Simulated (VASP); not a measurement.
# MnSi (Pm-3m) in VASP: notebook

Aim: see how the results for MnSi move with the level of theory and the settings. Levels: revPBE+U, RPBE+U. Tasks: hyperfine couplings, relaxation of the atoms.

All numbers are computed with VASP 6.6.1; they aren't measurements. Logs are shortened: lines on timing, memory, paths and dates and some standing lists are left out, and cuts for length are marked.

## (1) Starting point

It takes space group Pm-3m (No. 221, cubic). Conventional cell: a = 3.072 Å, b = 3.072 Å, c = 3.072 Å, α = 90.00°, β = 90.00°, γ = 90.00°. Mn (site symmetry m-3m) has 8 Si at 2.66 Å as nearest neighbours. Si (site symmetry m-3m) is surrounded by 8 Mn at 2.66 Å.

The cell was built by a generator and needn't be a form met in nature.

## (2) Hyperfine couplings, revPBE+U, collinear spin, ferromagnetic start

INCAR reads:

```
SYSTEM = MnSi
  PREC = Accurate
  ENCUT = 520
  EDIFF = 0.001
  ISMEAR = 0
  SIGMA = 0.05
  LREAL = Auto
  LASPH = .TRUE.
  NELM = 150
  ALGO = Normal
  ISIF = 2
  LWAVE = .FALSE.
  LCHARG = .FALSE.
  ISPIN = 2
  MAGMOM = 4 0
  LORBIT = 11
  NUPDOWN = 2
  LMAXMIX = 4
  LDAU = .TRUE.
  LDAUTYPE = 1
  LDAUL = 2 -1
  LDAUU = 8 0
  LDAUJ = 0.9 0
  LDAUPRINT = 1
  GGA = RE
  LHYPERFINE = .TRUE.
```

KPOINTS reads:

```
Automatic mesh
0
G
  9 9 9
  0 0 0
```

POSCAR reads:

```
MnSi
3.0722
    0.999993724367      0.000000000000      0.000000000000
    0.000000000000      0.999993724367      0.000000000000
    0.000000000000      0.000000000000      0.999993724367
Mn Si
1 1
Direct
    0.0000000000      0.0000000000      0.0000000000
    0.5000000000      0.5000000000      0.5000000000
```

Potentials or basis: VASP PAW PBE potentials, release 64 (Mn_pv, Si).

Run with:

```console
> cat potpaw_PBE.64/Mn_pv/POTCAR potpaw_PBE.64/Si/POTCAR > POTCAR
> mpirun -np 1 vasp_std > vasp.out
```

OUTCAR:

```text
SYSTEM = MnSi
   PREC = Accurate
   ENCUT = 520
   EDIFF = 0.001
   ISMEAR = 0
   LREAL = Auto
   LASPH = .TRUE.
   NELM = 150
   ISIF = 2
   ISPIN = 2
   LORBIT = 11
   NUPDOWN = 2
   GGA = RE

 ion  position               nearest neighbor table
   1  0.000  0.000  0.000-   2 2.66   2 2.66   2 2.66   2 2.66   2 2.66   2 2.66   2 2.66   2 2.66

   2  0.500  0.500  0.500-   1 2.66   1 2.66   1 2.66   1 2.66   1 2.66   1 2.66   1 2.66   1 2.66

  LATTYP: Found a simple cubic cell.
 ALAT       =     3.0721807200

  Lattice vectors:

 A1 = (   3.0721807200,   0.0000000000,   0.0000000000)
 A2 = (   0.0000000000,   3.0721807200,   0.0000000000)
 A3 = (   0.0000000000,   0.0000000000,   3.0721807200)

Analysis of symmetry for initial positions (statically):
=====================================================================
 Subroutine PRICEL returns:
 Original cell was already a primitive cell.

 Routine SETGRP: Setting up the symmetry group for a
 simple cubic supercell.

 Subroutine GETGRP returns: Found 48 space group operations
 (whereof 48 operations were pure point group operations)
 out of a pool of 48 trial point group operations.

The static configuration has the point symmetry O_h .

Analysis of symmetry for dynamics (positions and initial velocities):
=====================================================================
 Subroutine PRICEL returns:
 Original cell was already a primitive cell.

 Routine SETGRP: Setting up the symmetry group for a
 simple cubic supercell.

 Subroutine GETGRP returns: Found 48 space group operations
 (whereof 48 operations were pure point group operations)
 out of a pool of 48 trial point group operations.

The dynamic configuration has the point symmetry O_h .

Analysis of structural, dynamic, and magnetic symmetry:
=====================================================================
 Subroutine PRICEL returns:
 Original cell was already a primitive cell.

 Routine SETGRP: Setting up the symmetry group for a
 simple cubic supercell.

 Subroutine GETGRP returns: Found 48 space group operations
 (whereof 48 operations were pure point group operations)
 out of a pool of 48 trial point group operations.

The overall configuration has the point symmetry O_h .

 Subroutine INISYM returns: Found 48 space group operations
 (whereof 48 operations are pure point group operations),
 and found     1 'primitive' translations

----------------------------------------------------------------------------------------

                                     Primitive cell

  volume of cell :      28.9961

  direct lattice vectors                    reciprocal lattice vectors
     3.072180720  0.000000000  0.000000000     0.325501685  0.000000000  0.000000000
     0.000000000  3.072180720  0.000000000     0.000000000  0.325501685  0.000000000
     0.000000000  0.000000000  3.072180720     0.000000000  0.000000000  0.325501685

  length of vectors
     3.072180720  3.072180720  3.072180720     0.325501685  0.325501685  0.325501685

  position of ions in fractional coordinates (direct lattice)
     0.000000000  0.000000000  0.000000000
     0.500000000  0.500000000  0.500000000

  ion indices of the primitive-cell ions
[... 114 lines left out ...]
 maximum number of plane-waves:       792
 NGX is ok and might be reduce to    24
   NGX = 11   NGY = 11   NGZ = 11

atom =   1  type =  1  l = 2

 onsite density matrix

spin component  1

  0.8590 -0.0000 -0.0000 -0.0000  0.0000
 -0.0000  0.8590  0.0000 -0.0000 -0.0000
 -0.0000  0.0000  0.8831 -0.0000 -0.0000
 -0.0000 -0.0000 -0.0000  0.8590 -0.0000
  0.0000 -0.0000 -0.0000 -0.0000  0.8831

spin component  2

  0.1210  0.0000  0.0000  0.0000  0.0000
  0.0000  0.1210  0.0000  0.0000  0.0000
  0.0000  0.0000  0.2000  0.0000 -0.0000
  0.0000  0.0000  0.0000  0.1210 -0.0000
  0.0000  0.0000 -0.0000 -0.0000  0.2000

 occupancies and eigenvectors

  o =  0.1210  v =  0.0000  0.0000  0.0000  0.0000  0.0000  1.0000  0.0000  0.0000  0.0000  0.0000      0.0000  0.0000  0.0000  0.0000  0.0000  0.0000  0.0000  0.0000  0.0000  0.0000
  o =  0.1210  v =  0.0000  0.0000  0.0000  0.0000  0.0000  0.0000  0.9982 -0.0000 -0.0606 -0.0000      0.0000  0.0000  0.0000  0.0000  0.0000  0.0000  0.0000  0.0000  0.0000  0.0000
  o =  0.1210  v =  0.0000  0.0000  0.0000  0.0000  0.0000  0.0000 -0.0606  0.0000 -0.9982 -0.0000      0.0000  0.0000  0.0000  0.0000  0.0000  0.0000  0.0000  0.0000  0.0000  0.0000
  o =  0.2000  v =  0.0000  0.0000  0.0000  0.0000  0.0000  0.0000  0.0000  0.0109 -0.0000  0.9999      0.0000  0.0000  0.0000  0.0000  0.0000  0.0000  0.0000  0.0000  0.0000  0.0000
  o =  0.2000  v =  0.0000  0.0000  0.0000  0.0000  0.0000  0.0000  0.0000  0.9999  0.0000 -0.0109      0.0000  0.0000  0.0000  0.0000  0.0000  0.0000  0.0000  0.0000  0.0000  0.0000
  o =  0.8590  v =  0.0000  0.0258 -0.0000 -0.9997 -0.0000  0.0000  0.0000  0.0000  0.0000  0.0000      0.0000  0.0000  0.0000  0.0000  0.0000  0.0000  0.0000  0.0000  0.0000  0.0000
  o =  0.8590  v =  1.0000  0.0000  0.0000  0.0000  0.0000  0.0000  0.0000  0.0000  0.0000  0.0000      0.0000  0.0000  0.0000  0.0000  0.0000  0.0000  0.0000  0.0000  0.0000  0.0000
  o =  0.8590  v =  0.0000 -0.9997  0.0000 -0.0258 -0.0000  0.0000  0.0000  0.0000  0.0000  0.0000      0.0000  0.0000  0.0000  0.0000  0.0000  0.0000  0.0000  0.0000  0.0000  0.0000
  o =  0.8831  v =  0.0000 -0.0000 -0.0080  0.0000 -1.0000  0.0000  0.0000  0.0000  0.0000  0.0000      0.0000  0.0000  0.0000  0.0000  0.0000  0.0000  0.0000  0.0000  0.0000  0.0000
  o =  0.8831  v =  0.0000  0.0000  1.0000 -0.0000 -0.0080  0.0000  0.0000  0.0000  0.0000  0.0000      0.0000  0.0000  0.0000  0.0000  0.0000  0.0000  0.0000  0.0000  0.0000  0.0000

 number of electron      17.0000000 magnetization       2.0009595

 Free energy of the ion-electron system (eV)
  ---------------------------------------------------
  ext. energy  EPLUGINS =         0.00000000
  ---------------------------------------------------
  free energy    TOTEN  =        -7.81142676 eV

  energy without entropy =       -7.80979697  energy(sigma->0) =       -7.81061187

 E-fermi :  10.5147     XC(G=0): -11.5616

 val. band max:       10.4960733204   @ k =   0.2222   0.1111   0.0000
 cond. band min:       7.1552226649   @ k =   0.3333   0.2222   0.0000
 fundamental gap:     -3.3408506555
 Fermi energy:         7.1177909762

 spin component 1

 k-point     1 :       0.0000    0.0000    0.0000
  band No.  band energies     occupation
      1     -40.6722      1.00000
      2     -40.6722      1.00000
      3     -40.6722      1.00000
      4      -2.2635      1.00000
      5       3.4104      1.00000
      6       3.4104      1.00000
      7       4.7735      1.00000
      8       4.7735      1.00000
      9       4.7735      1.00000
     10      11.9255      0.00000
     11      11.9255      0.00000
     12      11.9255      0.00000
[... 793 lines left out ...]
      3     -36.8379      1.00000
      4       0.7554      1.00000
      5       3.8750      1.00000
      6       5.8919      1.00000
      7       9.2146      1.00000
      8      10.6139      0.00251
      9      11.8081      0.00000
     10      13.3621      0.00000
     11      13.4067      0.00000
     12      14.2103      0.00000
     13      15.5220      0.00000
     14      18.5440      0.00000

 [... further k-points ...]
[... 5 lines left out ...]
  --------------------------------------------------------------------------------------
  -------------------------------------------------------------------------------------
  Total        0.8569293      0.8569293      0.8569293      0.0000000      0.0000000     -0.0000000
  in kB       47.3494899     47.3494899     47.3494899      0.0000000      0.0000000     -0.0000000
  external PRESSURE =      47.3494899 kB  Pullay stress =       0.0000000 kB

 VOLUME and BASIS-vectors are now :
 -----------------------------------------------------------------------------
  energy-cutoff  :      520.00
  volume of cell :       29.00
      direct lattice vectors                 reciprocal lattice vectors
     3.072180720  0.000000000  0.000000000     0.325501685  0.000000000  0.000000000
     0.000000000  3.072180720  0.000000000     0.000000000  0.325501685  0.000000000
     0.000000000  0.000000000  3.072180720     0.000000000  0.000000000  0.325501685

 POSITION                                       TOTAL-FORCE (eV/Angst)
 -----------------------------------------------------------------------------------
      0.00000      0.00000      0.00000         0.000000      0.000000      0.000000
      1.53609      1.53609      1.53609         0.000000      0.000000      0.000000
 -----------------------------------------------------------------------------------
    total drift:                               -0.000000      0.000000      0.000000

  FREE ENERGIE OF THE ION-ELECTRON SYSTEM (eV)
  ---------------------------------------------------
  free  energy   TOTEN  =        -7.8114267622 eV

  energy  without entropy=       -7.8097969715  energy(sigma->0) =       -7.81061187

 Fermi contact (isotropic) hyperfine coupling parameter (MHz)
 -------------------------------------------------------------
  ion      A_pw      A_1PS     A_1AE     A_1c      A_tot
 -------------------------------------------------------------
   1      46.844    46.830   -23.082   -44.279   -23.068
   2       0.528     0.504   -67.873    -0.013   -67.849
 -------------------------------------------------------------

 Dipolar hyperfine coupling parameters (MHz)
 ---------------------------------------------------------------------
  ion      A_xx      A_yy      A_zz      A_xy      A_xz      A_yz
 ---------------------------------------------------------------------
   1      -0.000    -0.000     0.000     0.000     0.000     0.000
   2      -0.000    -0.000     0.000     0.000    -0.000    -0.000
 ---------------------------------------------------------------------

 Total hyperfine coupling parameters after diagonalization (MHz)
 (convention: |A_zz| > |A_xx| > |A_yy|)
 ----------------------------------------------------------------------
  ion      A_xx      A_yy      A_zz     asymmetry (A_yy - A_xx)/ A_zz
 ----------------------------------------------------------------------
   1     -23.069   -23.068   -23.069      -0.000
   2     -67.849   -67.849   -67.849      -0.000
 ---------------------------------------------------------------------

 total charge

# of ion       s       p       d       tot
------------------------------------------
    1        0.281   6.226   5.089  11.596
    2        0.773   0.804   0.000   1.577
--------------------------------------------------
tot          1.053   7.031   5.089  13.173

 magnetization (x)

# of ion       s       p       d       tot
------------------------------------------
    1       -0.039  -0.066   3.572   3.467
    2       -0.137  -0.397   0.000  -0.534
--------------------------------------------------
tot         -0.176  -0.463   3.572   2.934
```

It took 89 s on 1 thread of Intel Xeon Platinum 8375C at 2.90GHz (Ice Lake), shared host; peak memory 0.15 GiB.

The run converged, but some of its settings lie outside the range that counts as converged (typed here: EDIFF = 0.001; LREAL = Auto), so its numbers aren't taken as properties of the crystal.

Results:

```yaml
Free_energy: -7.8114 eV
Pressure: 4.7 GPa
Net_moment: 2.00 μB per cell
Site_moments: Mn +3.47; Si -0.53 μB
Valence_electrons_inside_the_program's_atomic_spheres: Mn 11.60; Si 1.58
```

Caveat: the moment is held away from its start; the PAW data sets were made with another functional, which shifts forces and pressure a little; the total moment is fixed, so each spin has its own Fermi level; the U is typed as a test and isn't derived for this compound.

## (3) Relaxation of the atoms, RPBE+U, collinear spin, ferromagnetic start (atoms moved at random, drawn with an rms of 0.05 Å)

INCAR reads:

```
SYSTEM = MnSi
PREC = Accurate
ENCUT = 520
EDIFF = 1E-7
ISMEAR = -1
SIGMA = 0.02
LREAL = .FALSE.
LASPH = .TRUE.
NELM = 120
ALGO = Fast
ISIF = 2
LWAVE = .FALSE.
LCHARG = .FALSE.
ISPIN = 2
MAGMOM = 4 0
LORBIT = 11
LMAXMIX = 4
LDAU = .TRUE.
LDAUTYPE = 2
LDAUL = 2 -1
LDAUU = 8 0
LDAUJ = 0 0
LDAUPRINT = 1
GGA = RP
IBRION = 2
NSW = 60
EDIFFG = -0.01
```

KPOINTS is that of step 2.

POSCAR reads:

```
MnSi
1.0
    3.0721807200      0.0000000000      0.0000000000
    0.0000000000      3.0721807200      0.0000000000
    0.0000000000      0.0000000000      3.0721807200
Mn Si
1 1
Direct
    0.0006960000      0.0112930000     -0.0099500000
    0.5003040000      0.4904470000      0.5064600000
```

Potentials or basis: VASP PAW PBE potentials, release 54 (Mn_pv, Si).

Run with:

```console
> cat potpaw_PBE.54/Mn_pv/POTCAR potpaw_PBE.54/Si/POTCAR > POTCAR
> mpirun -np 1 vasp_std > vasp.out
```

OUTCAR:

```text
SYSTEM = MnSi
   PREC = Accurate
   ENCUT = 520
   EDIFF = 1E-7
   ISMEAR = -1
   LREAL = .FALSE.
   LASPH = .TRUE.
   NELM = 120
   ISIF = 2
   ISPIN = 2
   LORBIT = 11
   GGA = RP
   IBRION = 2
   NSW = 60
   EDIFFG = -0.01

 ion  position               nearest neighbor table
   1  0.001  0.011  0.990-   2 2.59   2 2.60   2 2.65   2 2.65   2 2.67   2 2.67   2 2.73   2 2.73

   2  0.500  0.490  0.506-   1 2.59   1 2.60   1 2.65   1 2.65   1 2.67   1 2.67   1 2.73   1 2.73

  LATTYP: Found a simple cubic cell.
 ALAT       =     3.0721807200

  Lattice vectors:

 A1 = (   3.0721807200,   0.0000000000,   0.0000000000)
 A2 = (   0.0000000000,   3.0721807200,   0.0000000000)
 A3 = (   0.0000000000,   0.0000000000,   3.0721807200)

Analysis of symmetry for initial positions (statically):
=====================================================================
 Subroutine PRICEL returns:
[... 304 lines left out ...]

  energy without entropy =       -9.57837082  energy(sigma->0) =       -9.57947074

 E-fermi :  10.0641     XC(G=0): -11.5491

 val. band max:       10.0517143540   @ k =  -0.3333  -0.2222   0.2222
 cond. band min:      10.0643299856   @ k =  -0.4444   0.0000   0.3333
 fundamental gap:      0.0126156316
 Fermi energy:        10.0641183804

 spin component 1

 k-point     1 :       0.0000    0.0000    0.0000
  band No.  band energies     occupation
      1     -41.4380      1.00000
      2     -41.4379      1.00000
      3     -41.4379      1.00000
      4      -2.7307      1.00000
      5       1.8944      1.00000
      6       1.8944      1.00000
      7       3.2272      1.00000
      8       3.2272      1.00000
      9       3.2272      1.00000
     10      11.4736      0.00000
     11      11.4736      0.00000
     12      11.4736      0.00000
[... 834 lines left out ...]
  FREE ENERGIE OF THE ION-ELECTRON SYSTEM (eV)
  ---------------------------------------------------
  free  energy   TOTEN  =        -9.5805706487 eV

  energy  without entropy=       -9.5783708219  energy(sigma->0) =       -9.57947074

 reached required accuracy - stopping structural energy minimisation

 total charge

# of ion       s       p       d       tot
------------------------------------------
    1        0.321   6.262   4.923  11.506
    2        0.852   0.818   0.000   1.671
--------------------------------------------------
tot          1.174   7.080   4.923  13.177

 magnetization (x)

# of ion       s       p       d       tot
------------------------------------------
    1        0.042   0.044   4.401   4.487
    2        0.012  -0.104   0.000  -0.092
--------------------------------------------------
tot          0.055  -0.060   4.401   4.396
```

It took 10 min on 1 thread of Intel Xeon Platinum 8375C at 2.90GHz (Ice Lake), shared host; peak memory 0.34 GiB.

What came out:

```yaml
Free_energy: -9.5806 eV
Energy_gained_by_relaxing: 9.8 meV/atom
Ionic_steps: 3
Pressure_after_relaxing: 26.2 GPa
Band_gap_on_the_k_mesh: none (metal or under the smearing width)
Net_moment: 4.41 μB per cell
Site_moments: Mn +4.49; Si -0.09 μB
Valence_electrons_inside_the_program's_atomic_spheres: Mn 11.51; Si 1.67
```

Forces on the atoms (eV/Å):
```
Mn   0.000 -0.002  0.000
Si   0.000  0.002  0.000
```

Step by step:
```csv
step,energy change (eV),largest force (eV/Å),pressure (GPa)
1,0.0000,0.4846,26.36
2,-0.0161,0.2055,26.24
3,-0.0197,0.0024,26.21
```

Final structure:
```xyz
2
Lattice="3.0722 0.0000 0.0000 0.0000 3.0722 0.0000 0.0000 0.0000 3.0722" Properties=species:S:1:pos:R:3 pbc="T T T"
Mn    0.0015    0.0029    3.0668
Si    1.5376    1.5385    1.5307
```

Eigenvalues of the final occupation matrices:
```tsv
site	spin	trace	eigenvalues
site 1 d	1	4.68	0.93 0.93 0.93 0.94 0.94
site 1 d	2	0.27	0.04 0.04 0.06 0.06 0.06
```

Caveat: the PAW data sets were made with another functional, which shifts forces and pressure a little; the U is typed as a test and isn't derived for this compound.
